Point 4 looks wrong. In a single sheet of boron nitride, simple bonding theory puts the smallest separation of filled and empty π levels at the corner of the zone, which here is point 7 (H). Yet the lowest empty level lies at the middle of the zone's side, point 4 (M), at 4.172 eV instead of 4.584 eV. The likely cause is the contact between stacked sheets: at M it splits the filled π levels by 1.04 eV and the empty ones by 1.43 eV, but levels of the in-plane bonds by only 0.07 eV.

ABINIT 10.8.3, plane-wave DFT with the PBEsol functional and JTH PAW PBE v2.0 datasets, for layered BN (P6_3/mmc, 4 atoms per cell), without spin polarisation or spin-orbit coupling. The k mesh is 12x12x4, the wave cutoff 707.496 eV and the Fermi-Dirac smearing width 0.05 eV. Levels under and over the gap are counted from the valence top on the mesh.

```
point a (reciprocal cell vector)  point b (reciprocal cell vector)  point c (reciprocal cell vector)  level under 4 (eV)  level under 3 (eV)  level under 2 (eV)  level under 1 (eV)  level over 1 (eV)  level over 2 (eV)
                          0.0000                            0.0000                            0.0000              -1.287              -1.287              -1.249              -1.249              5.072             10.214
                          0.1667                            0.0000                            0.0000              -3.277              -3.237              -2.197              -2.147              5.971              9.758
                          0.2500                            0.0000                            0.0000              -4.678              -2.941              -2.884              -2.695              6.915              8.757
                          0.5000                            0.0000                            0.0000              -4.141              -4.074              -1.475              -0.437              4.172              5.601
                          0.1667                            0.1667                            0.0000              -4.149              -3.921              -3.866              -2.245              7.594              8.380
                          0.0000                            0.0000                            0.5000              -1.268              -1.268              -1.268              -1.268              7.485              7.485
                          0.3333                            0.3333                            0.5000              -7.138              -7.138               0.000               0.000              4.584              4.584
```

**Why the corner should win.** The π orbitals stand upright on the flat sheet, and each nitrogen meets three borons. With $2\Delta$ the energy difference between the boron and nitrogen orbitals and $t$ their coupling, the levels counted from midway are

$$E_\pm=\pm\sqrt{\Delta^2+t^2|f|^2}.$$

Here $f$ adds up the wave's phases at the three neighbours. At H the three contributions cancel, so the filled state stays on nitrogen, the empty one on boron, and only $2\Delta$ separates them. At M one contribution survives, $|f|=1$; the orbitals mix and push each other apart.

**Why M wins for the empty level.** The cell holds two sheets, so each π level at M becomes a pair, one member lowered and one raised. The mean of a pair estimates where the level would lie without this splitting. For the empty pair that mean is 4.89 eV, above the level at H, just as the single sheet suggests. Half the splitting, 0.71 eV, then carries the lower member below H.

**Why the filled edge stays at H.** The filled pair at M is split too, and its upper member rises by 0.52 eV. Its mean, however, starts 0.96 eV below the level at H, so the rise falls short. The working rule is to compare two numbers. Where the pair's mean loses to the corner level, M takes the band edge only if half the sheet splitting exceeds the distance between the two. Here the empty side meets that condition and the filled side does not, which makes the gap indirect. These are the edges on the run's mesh: the true valence top may lie between mesh points near the corner, which would make the gap slightly smaller.

**How far the picture can be trusted.** At H and at point 6 (A) the screw axis between the sheets forces levels to coincide in pairs, so this splitting vanishes there. The corner at the height of M, called K, is not in the table, but the run's mesh includes it and finds neither band edge there. At M the pair mean is only an estimate of the level without contact: contact can also shift a pair as a whole, and no single sheet was computed. The filled levels at point 1 (Γ) offer a check on averaging: the mean of their two pairs agrees with the level at A to the printed digits. It is a mild check, because those pairs are only 0.038 eV apart. The formula itself fails in one respect: it moves filled and empty levels equally between H and M, whereas the computed means move by 0.96 and 0.30 eV. Coupling between like atoms, which it leaves out, may be responsible; that is untested.

**Why Γ supplies neither edge.** At Γ all three neighbour contributions add, and the filled π level is pushed far down. In-plane bonding levels are then highest, and they still lie 1.249 eV below the top at H. Away from Γ they sink while the π level rises, so the highest filled level falls as far as point 3 and recovers at M. The column follows energy order, not one band.

The lowest empty level at Γ is of another kind again. It behaves like the known interlayer state, spread through the space between sheets and hardly tied to any atom, so along the sheets it should move almost like a free electron. For point 2, one sixth of the way along a reciprocal edge, a lattice constant of 2.498 Å gives

$$k=\frac{1}{6}\,\frac{4\pi}{\sqrt3\times2.498\ \text{Å}}=0.484\ \text{Å}^{-1},\qquad \frac{\hbar^2k^2}{2m}=3.81\ \text{eV Å}^2\times k^2=0.89\ \text{eV}.$$

The computed rise is 0.90 eV. If the lowest empty level still belongs to that band at points 3 and 5, which the table cannot show, the same estimate, with the ordinary electron mass, holds there to within 0.2 eV. Across the sheets it fails: from Γ to A the level climbs 2.41 eV where a free electron would gain 0.85 eV, so the sheets are no empty space to it.

**What to do about it.** Check the corner and M separately before calling the gap direct or indirect; both members of each pair then help to show why. Treat the empty edge as sensitive to the distance between sheets, since their contact appears to put it at M; this cell is held under compressive stress, about 3 GPa along the sheets and 1 GPa across them. The vertical gaps at H and M differ by only 0.025 eV, and no test of cutoff, datasets or functional shows that this order would hold. The run also warned that the PAW spheres of six pairs of atoms overlap; this can introduce errors into the levels, and their size here was not tested. The 4.2 eV gap itself is probably too small, as is usual with semilocal functionals.

The analysis program printed:

```
Vertical gap at each point:
     row  vertical gap in eV
     0.0               6.321
  0.1667               8.118
    0.25                9.61
     0.5               4.609
  0.1667               9.839
     0.0               8.753
  0.3333               4.584
Gap from H to M in eV: 4.172
Lowest empty level at M below that at H in eV: 0.412
Highest filled level at M below that at H in eV: 0.437
Splitting of the filled pair at M in eV: 1.038
Splitting of the empty pair at M in eV: 1.429
Half the splitting of the filled pair at M in eV: 0.519
Half the splitting of the empty pair at M in eV: 0.7145
Mean of the filled pair at M in eV: -0.956
Mean of the empty pair at M in eV: 4.886
Mean of the empty pair at M above the empty level at H in eV: 0.3025
Separation of the pair means at M in eV: 5.843
Splitting of the two filled pairs at Gamma in eV: 0.038
Filled splitting at M over that at Gamma as a ratio: 27.32
Mean of the filled pairs at Gamma less the level at A in eV: 0
Highest filled level at Gamma below that at H in eV: 1.249
Lowest empty level at Gamma above that at M in eV: 0.9
Lowest empty level counted from Gamma and the free electron estimate:
     row  computed rise in eV  free electron rise in eV  estimate less computed in eV
     0.0                    0                         0                             0
  0.1667                0.899                    0.8931                     -0.005884
    0.25                1.843                     2.009                        0.1657
     0.5                 -0.9                     8.035                         8.935
  0.1667                2.522                     2.679                        0.1573
     0.0                2.413                    0.8539                        -1.559
  0.3333               -0.488                     11.56                         12.05
```
